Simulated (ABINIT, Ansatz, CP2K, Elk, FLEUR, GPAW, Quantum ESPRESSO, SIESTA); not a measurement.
## ZrO2 (Fm-3m, 3 atoms in the cell) computed with different codes at matched settings

Self-consistent single point, at a second geometry (lattice scaled by 0.98). First geometry:

```yaml
crystal:
  lattice:
    - [0.00000, 2.57478, 2.57478]
    - [2.57478, 0.00000, 2.57478]
    - [2.57478, 2.57478, 0.00000]
  atoms:
    - { symbol: Zr, position: [0.00000, 0.00000, 0.00000] }
    - { symbol: O, position: [0.25000, 0.25000, 0.25000] }
    - { symbol: O, position: [0.75000, 0.75000, 0.75000] }
```

Shared settings, as Ansatz (a program for electronic structure) writes them: kpoints.mp_grid.grid = 6 6 6; scf.occupations.method = fermi_dirac; scf.occupations.width = 0.05 eV. Potentials and cutoffs stand in the table.

| code | model | ΔF from the first geometry (meV/atom) | pressure (GPa) | gap on the mesh (eV) | cutoff |
|---|---|---|---|---|---|
| Ansatz | PBE, default PAW files | 11.2 | 9.82 | 3.431 | 420 eV |
| Elk | PBE, all-electron FP-LAPW, Elk's shipped species files, APW+lo basis with extra local orbitals | 12.7 | – | 3.446 | rgkmax 8 |
| ABINIT | PBE, norm-conserving pseudopotentials (PseudoDojo nc-sr-05 PBE standard) | 9.5 | 10.07 | 3.437 | 42 Ha |
| FLEUR | PBE, all-electron FLAPW (FLEUR), scalar-relativistic valence | 14.9 | – | 3.466 | Kmax 4.3 1/bohr |
| GPAW | PBE, GPAW PAW datasets PBE (gpaw-data 1.0.1) | 3.5 | – | 3.423 | 950 eV |
| SIESTA | GGA PBE, numerical atomic orbitals TZP, PseudoDojo PBE standard norm-conserving potentials (rewritten from UPF to PSML) | 10.6 | 10.43 | 3.181 | grid 300 Ry |
| CP2K | PBE, GPW, DZVP-MOLOPT-SR-GTH basis, GTH-PBE potentials (GTH_POTENTIALS) | 9.5 | 10.58 | 3.408 | grid 500 Ry |
| Quantum ESPRESSO | PBE, SSSP 1.1.2 efficiency (PBE) pseudopotentials | 10.0 | 10.01 | 3.429 | 55 Ry |

For Ansatz (by 0.7 GPa) the energy change implies a higher mean pressure, against the two pressures, than for the other programs: a sign of finite-basis (Pulay) stress.

A dash marks a value that a program does not give, or that is left out as unsure.

Gaps are read on the mesh.

The spread over the programs that give each value: ΔF from the first geometry within 11.4 meV/atom; pressure within 0.76 GPa; gap on the mesh within 0.285 eV.

SIESTA and CP2K use small atom-centred bases, whose incompleteness enters pressures, forces and empty levels differently from a plane-wave cutoff. Elk and FLEUR treat all electrons, but the usual bases taken here (sphere radii, linearisation, local orbitals, empty states) were not tested for convergence, so the values are no reference for the others. Ansatz's pressure is given at a fixed set of plane waves, as the other plane-wave codes print theirs; with its correction for the finite basis it is 10.54 GPa (the shift of 0.73 GPa shows how far the cutoff is from converged). The pressure of GPAW is left out: its cutoff lies under the one at which its stress was checked. In the gap, SIESTA (by 0.249) lies more than 0.12 eV from the median of the plane-wave programs.

The starting cell has typed, rounded lattice constants, without a prior relaxation at this level. Its lattice was rescaled by a random factor within 2.5 % of one. For this run, on top of that: lattice scaled by 0.98.

Keys are those of Ansatz 0.2.
